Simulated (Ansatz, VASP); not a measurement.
# Cross-check of ZnSe (Stilleite) between VASP and Ansatz, part 2 of 2

Wanted: the spread between two codes on one cell, functional and k mesh. The cell is a member of a volume series, scaled by 1.015 from a relaxed one, so a pressure remains. Other levels of theory on this material are compared in a session of their own.

VASP 6.6.1 and Ansatz 0.2.0.

So far: The structure; VASP: single point, r2SCAN with rVV10, volume scaled by 1.015.

**3. Ansatz: single point, r2SCAN with rVV10, volume scaled by 1.015**

Level of this step: Ansatz beside VASP: Kohn-Sham DFT, plane waves, r2SCAN with rVV10 (Ansatz).

Ansatz runs on its default PAW (the set named soft_2) files.

The same cell, functional, mesh and smearing now go to Ansatz, which takes its cutoff from its data sets.

input.yaml

```yaml
crystal:
  lattice:
    - [0.0, 2.83617876, 2.83617876]
    - [2.83617876, 0.0, 2.83617876]
    - [2.83617876, 2.83617876, 0.0]
  atoms:
    - { symbol: Se, position: [0.75, 0.75, 0.75] }
    - { symbol: Zn, position: [0.0, 0.0, 0.0] }
hamiltonian:
  xc: r2scan
  pseudopotentials: { kind: paw }
  dispersion: rvv10
kpoints:
  mp_grid: { grid: [6, 6, 6] }
scf:
  occupations: { method: gaussian, width: 0.03 }
  n_extra_bands: 4
output:
  forces: true
  stress: true
  eigenvalues: true
```

Command:

```sh
ansatz run input.yaml --threads 2 --pin off --max-ram 4608MiB --backend cpu --events-out ev --progress --plain --runs-dir out
```

Numbers of over 12 decimals in the logs are rounded to 6 here.

Output:

```text
scf.n_extra_bands = 4 over 14 filled bands (N_el = 28.0): the run solves 18 bands
Engine: ansatz 0.2.0, aarch64-unknown-linux-gnu
Pseudopotentials: kind: paw
Pseudopotential: Se, paw, valence charge 16, recommended cutoff 500 eV (meta_gga), Se.paw.azcp
Pseudopotential: Zn, paw, valence charge 12, recommended cutoff 500 eV (meta_gga), Zn.paw.azcp
Functional definition: r2SCAN+rVV10
  parameter k0 = 0.174
  parameter k1 = 0.065
  parameter a1 = 4.9479
  exchange = r2scan_x(k0 = k0, k1 = k1, a1 = a1)
  correlation = r2scan_c + rvv10(11.95, 0.0093)
Crystal: 2 atoms, lattice volume = 45.628 Å³
Basis set: ecut = 500 eV, 1139 PW (Γ), exchange–correlation on 144×144×144 points (64 copies of the dense FFT grid, shifted against one another)
Bands: 18, of which v1, the nominal top of the filled ones, is band 14 counted from 1 (13 counted from 0)
Symmetry: 24 space group operations
Space group: F-43m (ITA 216), of the structure as read, at distance tolerance 3.6e-5 Å
k-points: 16 of 216 (time reversal used)
Non-local potential: Se, projectors of the file, l = 0: 2, l = 1: 2, l = 2: 3, l = 3: 1
Non-local potential: Zn, projectors of the file, l = 0: 2, l = 1: 2, l = 2: 3, l = 3: 1
PAW form: soft (Blöchl's): semilocal exchange-correlation on the pseudo side does not see the compensation charge
rVV10 density: all electrons in the spheres
PAW frozen core: Se, regenerated for the run's functional (the file was generated under x = pbe(κ = 0.804, μ = 0.219515), c = pbe(β = 0.066725))
PAW frozen core: Zn, regenerated for the run's functional (the file was generated under x = pbe(κ = 0.804, μ = 0.219515), c = pbe(β = 0.066725))
PAW one-centre angular grid: Se, 590 points (default); XC on 160 Gauss nodes
PAW one-centre angular grid: Zn, 590 points (default); XC on 261 of its mesh's 2673 points in the sphere
Initial density: superposition of atomic densities (neutral atoms: chi_scale 0, normalization atom), corrected by the library's trained network
Initial wavefunctions: pseudopotential atomic-orbital guess
Functional: x = r2scan, c = r2scan + rvv10(b = 11.95, C = 0.0093); τ floored in thin density (d = 2e-4 eV/Å³)
SCF iter   1: F=—  HF=-8803.034148 eV  |F-HF|=—  |Δ(HF+E_count)|=         —  Δρ=1.33e-2  dr2=3.60e-2  dr2_τ=5.32e-3  ethr=1.77e-3  ⟨swp⟩=5.8  Hψ=1529  notcnv=0
preconditioner: auto → none  [insulator: Δε(μ)=1.792 eV  Ē_g=12.662 eV  σ=0.030 eV  W_gap=1.00  n_scr=14 (ndim 8)  ℏωp=23.3 eV  f_vac=0.119  D(μ)=0.00/eV (n_scr^D=0)  ε∞_Penn≈4.4]
SCF iter   2: F=—  HF=-8803.037203 eV  |F-HF|=—  |Δ(HF+E_count)|=   3.06e-3  Δρ=3.04e-3  dr2=5.19e-3  dr2_τ=1.82e-4  ethr=1.29e-4  ⟨swp⟩=2.3  Hψ=620  notcnv=0
SCF iter   3: F=—  HF=-8803.034094 eV  |F-HF|=—  |Δ(HF+E_count)|=   3.11e-3  Δρ=2.64e-3  dr2=1.32e-3  dr2_τ=1.69e-5  ethr=1.85e-5  ⟨swp⟩=2.0  Hψ=480  notcnv=0
SCF iter   4: F=—  HF=-8803.034378 eV  |F-HF|=—  |Δ(HF+E_count)|=   2.84e-4  Δρ=4.96e-4  dr2=6.32e-5  dr2_τ=3.30e-6  ethr=4.71e-6  ⟨swp⟩=2.1  Hψ=542  notcnv=0
SCF iter   5: F=—  HF=-8803.034372 eV  |F-HF|=—  |Δ(HF+E_count)|=   6.37e-6  Δρ=4.32e-5  dr2=6.91e-7  dr2_τ=2.32e-8  ethr=2.26e-7  ⟨swp⟩=2.0  Hψ=512  notcnv=0
SCF iter   6: F=—  HF=-8803.034372 eV  |F-HF|=—  |Δ(HF+E_count)|=   1.11e-7  Δρ=2.23e-5  dr2=1.93e-7  dr2_τ=4.30e-9  ethr=3.57e-10  ⟨swp⟩=6.3  Hψ=1413  notcnv=0
SCF iter   7: F=-8803.034372 eV  HF=-8803.034372 eV  |F-HF|=1.32e-9  |Δ(HF+E_count)|=   1.84e-8  Δρ=7.36e-6  dr2=1.79e-8  dr2_τ=8.03e-11  ethr=3.57e-10  ⟨swp⟩=4.6  Hψ=1055  notcnv=0
SCF 1 converged in 7 iterations: F = -8803.034372 eV  dr2 = 1.79e-8
  greatest PAW one-centre occupation: 1.000 electrons in one spin orbital (limit 2), on the Se atom at site 0 (counted from 0), in its partial waves of l = 2
SCF converged after 7 iterations
Free energy (F): -8803.034372 eV
Harris-Foulkes:  -8803.034372 eV  (|F-HF|=1.32e-9)
Internal energy: -8803.034372 eV  (E = F + TS)
E sigma→0 (E₀):  -8803.034372 eV
Fermi energy:    7.324682 eV
--- Per-component energies (eV) ---
  E_band       = -400.769272
  E_kinetic    = 249.288418
  E_local      = -4400.439819  (includes V_loc(G=0)·N_el)
  E_nonlocal   = 22.836907
  E_hartree    = 2040.988966
  E_xc         = -219.638415
  E_vxc        = -158.378261  (∫ρ·V_xc dr)
  E_paw        = -3775.462115  (= ΣΔE_a)
  E_vpaw       = -204.114099  (= ΣTr[D̂ρ^β])
  E_aug_tail   = -0.000189  (compensation charges beyond the density's cutoff)
  E_vtau       = 8.065890  (kinetic-family band-sum trace: ∫τ·v_τ [+ j·A + Jᵃ·Aᵃ] dr)
  E_ewald      = -2718.660736
  E_core_change = -1.947389  (= ΣΔE_core)
  E_smearing   = -0.000000  (= −TS)
  E_closure    = 0.000000  (closes the sum)
  Σ components = -8803.034372   (vs F -8803.034372, Δ=0.00e0)
--- Forces (eV/Å), atoms counted from 1 ---
  atom   1  Se     0.00000000    -0.00000000     0.00000000
  atom   2  Zn    -0.00000000     0.00000000    -0.00000000
  max |Σ_I F_I| component: 1.53e-16 eV/Å
--- Stress (GPa, compression-positive) ---
       -1.104198      -0.000000      -0.000000
       -0.000000      -1.104198       0.000000
       -0.000000       0.000000      -1.104198
  P = ⅓ Tr σ = -1.1042 GPa (-11.042 kbar)
--- Band table (eV; the first three rows and the last of 16) ---
  k-point 0: bands = [... 10 lower, 0.1468, 6.4217, 6.4217, 6.4217, 8.2271, 12.7194, 12.7194, 12.7194]
  k-point 1: bands = [... 10 lower, 0.1452, 4.5597, 6.1667, 6.1667, 9.4455, 12.7522, 13.1311, 13.1311]
  k-point 2: bands = [... 10 lower, 0.1533, 2.3309, 5.7311, 5.7311, 9.5780, 13.3779, 13.3779, 14.4541]
  k-point 15: bands = [... 10 lower, 0.4190, 1.6887, 3.7371, 3.8194, 11.1992, 11.6674, 15.2660, 15.5498]
```

Elapsed: 7 s, on 2 threads of Arm Neoverse N1, shared host; peak memory 0.53 GiB.

In the SCF lines HF is the Harris–Foulkes energy and dr2 the Hartree energy of the density residual, in eV; the loop may stop once dr2 is under the threshold and the program's other checks hold. Hψ counts applications of the Hamiltonian.

The run ends at a pressure of -1.10 GPa.

**4. Comparison**

Known differences besides the potentials themselves: VASP keeps PBE cores, Ansatz makes them for the functional; the data sets hold 28 valence electrons in Ansatz (default PAW (the set named soft_2) files) and 18 in VASP; the cutoff is 500 eV in Ansatz and 450 eV in VASP. Total energies have different zeros and are not compared.

The two programs side by side:

```csv
quantity,Ansatz,VASP,difference
pressure (GPa),-1.10,-1.01,-0.09
gap on the k mesh (eV),1.805,1.809,-0.003
```

A gap on the mesh is an upper bound, since the band edges may lie between its points. Ansatz's pressure holds a Pulay correction of 0.02 GPa; VASP's holds none.

**5. VASP: single point, PBE with D3(BJ), volume scaled by 1.015**

A single point gives forces, pressure and levels at one fixed geometry, so differences don't come from the geometry; what else differs is listed under the comparison. The cell compared in this pair holds 46.02 Å³, against 45.63 Å³ for the pair before.

The input asks for a relaxation, which ended at its first step since no free force or stress exceeded the threshold; so it serves as a single point.

INCAR

```
SYSTEM = ZnSe
PREC = Accurate
ENCUT = 450
EDIFF = 1E-06
NELM = 100
ISMEAR = 0
SIGMA = 0.03
LREAL = .FALSE.
ALGO = Normal
GGA = PE
IVDW = 12
NBANDS = 15
LORBIT = 11
LWAVE = .FALSE.
LCHARG = .FALSE.
KPAR = 8
IBRION = 2
NSW = 30
ISIF = 4
EDIFFG = -0.01
```

POSCAR

```
ZnSe
1.0
    0.0000000000      2.8443533951      2.8443533951
    2.8443533951      0.0000000000      2.8443533951
    2.8443533951      2.8443533951      0.0000000000
Se Zn
1 1
Direct
    0.7500000000      0.7500000000      0.7500000000
    0.0000000000      0.0000000000      0.0000000000
```

KPOINTS

```
Automatic mesh
0
Gamma
6 6 6
0 0 0
```

PAW data sets: Se and Zn (PBE family, release 64).

Command:

```sh
mpirun -np 8 vasp_std
```

Output:

```text
[banner, memory and clock lines left out]
running    8 mpi-ranks, on    1 nodes
[...]
[... a notice as in an earlier step ...]

 LDA part: xc-table for (Slater+PW92), standard interpolation
 POSCAR, INCAR and KPOINTS ok, starting setup
[...]
entering main loop
       N       E                     dE             d eps       ncg     rms          rms(c)
DAV:   1     0.849462091326E+02    0.84946E+02   -0.80659E+03   480   0.123E+03
DAV:   2    -0.851296395089E+00   -0.85798E+02   -0.81664E+02   508   0.252E+02
DAV:   3    -0.626686576061E+01   -0.54156E+01   -0.53924E+01   585   0.634E+01
DAV:   4    -0.631084631547E+01   -0.43981E-01   -0.43975E-01   557   0.620E+00
[...]
DAV:  11    -0.601895928891E+01   -0.40207E-05   -0.31653E-05   515   0.452E-02    0.557E-03
DAV:  12    -0.601896055803E+01   -0.12691E-05   -0.36906E-06   606   0.136E-02    0.366E-03
DAV:  13    -0.601896060946E+01   -0.51422E-07   -0.54982E-07   394   0.635E-03
   1 F= -.66555559E+01 E0= -.66555559E+01  d E =-.665556E+01
[...]
reached required accuracy - stopping structural energy minimisation
```

OUTCAR, selected parts (step 5):

```text
 Edisp (eV)   -0.63660

  Total      -0.25689    -0.25689    -0.25689     0.00000     0.00000     0.00000
  in kB      -8.94288    -8.94288    -8.94288     0.00000     0.00000     0.00000
  external pressure =       -8.94 kB  Pullay stress =        0.00 kB

 POSITION                                       TOTAL-FORCE (eV/Angst)
 -----------------------------------------------------------------------------------
      4.26653      4.26653      4.26653        -0.000000      0.000000      0.000000
      0.00000      0.00000      0.00000         0.000000     -0.000000     -0.000000
 -----------------------------------------------------------------------------------
    total drift:                                0.000001      0.000001      0.000001

  FREE ENERGIE OF THE ION-ELECTRON SYSTEM (eV)
  ---------------------------------------------------
  free  energy   TOTEN  =        -6.6555559459 eV

  energy  without entropy=       -6.6555559459  energy(sigma->0) =       -6.65555595

[... 2 parts as in an earlier step ...]

[... 2 further parts left out ...]
[key lines of the parts left out:]
E-fermi :   1.6895
```

**6. Ansatz: single point, PBE with D3(BJ), volume scaled by 1.015**

The same cell, functional, mesh and smearing now go to Ansatz, which takes its cutoff from its data sets.

The cell is a member of a volume series, scaled by 1.015 from a relaxed one, so a pressure remains.

input.yaml, the sections that differ from step 3:

```yaml
crystal:
  lattice:
    - [0.0, 2.8443534, 2.8443534]
    - [2.8443534, 0.0, 2.8443534]
    - [2.8443534, 2.8443534, 0.0]
  atoms:
    - { symbol: Se, position: [0.75, 0.75, 0.75] }
    - { symbol: Zn, position: [0.0, 0.0, 0.0] }
hamiltonian:
  xc: pbe
  pseudopotentials: { kind: paw }
  dispersion: d3bj
# kpoints, scf, output: as in step 3
```

Command:

```sh
ansatz run input.yaml --threads 2 --pin off --max-ram 4608MiB --backend cpu --events-out ev --progress --plain --runs-dir out
```

Output:

```text
[...]
Crystal: 2 atoms, lattice volume = 46.024 Å³
Basis set: ecut = 420 eV, 893 PW (Γ), exchange–correlation on 54×54×54 points (8 copies of the dense FFT grid, shifted against one another)
Bands: 18, of which v1, the nominal top of the filled ones, is band 14 counted from 1 (13 counted from 0)
Symmetry: 24 space group operations
[...]
k-points: 16 of 216 (time reversal used)
[...]
--- Band table (eV; the first three rows and the last of 16) ---
  k-point 0: bands = [... 10 lower, 0.4879, 6.6298, 6.6298, 6.6298, 7.8720, 12.4413, 12.4413, 12.4413]
  k-point 1: bands = [... 10 lower, 0.4862, 4.7388, 6.3824, 6.3824, 9.1403, 12.4918, 12.8378, 12.8378]
  k-point 2: bands = [... 10 lower, 0.4942, 2.6167, 5.9625, 5.9625, 9.2871, 13.1105, 13.1105, 14.1533]
  k-point 15: bands = [... 10 lower, 0.7509, 1.9783, 4.0502, 4.1265, 11.1080, 11.4116, 14.8621, 15.2067]
[key lines of the parts left out:]
SCF converged after 6 iterations
Free energy (F): -8790.163453 eV
Fermi energy:    7.251277 eV
P = ⅓ Tr σ = -1.0643 GPa (-10.643 kbar)
```

Wall time 1.5 s (2 threads); peak memory 0.3 GiB; 2.6 s of CPU time.

The run ends at a pressure of -1.06 GPa.

**7. Side by side**

What differs besides the data sets and the points named for the pairs above, as far as they apply: the cutoff is 420 eV in Ansatz and 450 eV in VASP; VASP leaves aspherical gradient terms in its spheres out (LASPH is not set), Ansatz keeps them. Total energies have different zeros and are not compared.

The two programs side by side:

```csv
quantity,Ansatz,VASP,difference
pressure (GPa),-1.06,-0.89,-0.17
pressure without Ansatz's Pulay correction (GPa),-1.12,-0.89,-0.22
gap on the k mesh (eV),1.242,1.243,-0.001
```

A gap on the mesh is an upper bound, since the band edges may lie between its points. Ansatz's pressure holds a Pulay correction of 0.05 GPa; VASP's holds none.

**8. Summary of results**

* difference in gap on the k mesh (single point, r2SCAN with rVV10, volume scaled by 1.015): -0.0033 eV
* difference in gap on the k mesh (single point, PBE with D3(BJ), volume scaled by 1.015): -5.4e-4 eV

In words: The difference in gap on the k mesh is -0.0033 eV (single point, r2SCAN with rVV10, volume scaled by 1.015), within the 0.08 eV picked in this series as the mark of a large difference. 7 further runs of this series are not shown here. How closely two codes agree says nothing of how well the functional describes the real material.

[Lines on the potential files, build, host, timing and source positions are cut from VASP's logs without a mark.]

[Logs are printed without paths, hosts, clocks, repeated set-up lines and the standing remarks that a program may print on its own settings, such as how far it seeks lower states.]

[Hosts, paths, dates, database ids (printed as entryN), source tags and the programs' standing remarks are cut or masked in the printed files.]
